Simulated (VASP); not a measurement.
The system is BaS.

```
Ba S
1.0
     3.80245   -0.03131   -0.03131
    -0.03131    3.80245   -0.03131
    -0.03131   -0.03131    3.80245
Ba S
1 1
Direct
  0.00000 0.00000 0.00000
  0.50000 0.50000 0.50000
```

The cell was built by a generator and needn't be a form met in nature.

The cell isn't the ideal one: shear_111 strain -2.5%.

Base run:

| Quantity | Value |
| --- | --- |
| Program | VASP 6.6.1 |
| Functional | HSE06 |
| Potentials or basis | VASP PAW PBE potentials, release 64 (Ba_sv, S) |
| Cutoff | 520 eV |
| k mesh | 4 × 4 × 4 |
| Occupations | gaussian, width 0.01 eV |
| Spin | no spin polarisation |

Its results: band gap on the k mesh 2.30 eV, indirect (least direct gap 2.40 eV); pressure 1.8 GPa.

Question: The run is repeated on the same cell with these changes: functional from HSE06 to r2SCAN; k mesh from 4 × 4 × 4 to 6 × 6 × 6. What comes out?

Answer: Band gap on the k mesh 1.77 eV, indirect (least direct gap 1.85 eV); pressure 2.4 GPa.

Several settings changed at once, so the effect can't be laid on one alone.

Caveats: the PAW data sets were made with another functional, which shifts forces and pressure a little; spin-orbit coupling is left out, which moves the levels of the heavy elements.

A k mesh can miss the band edges.
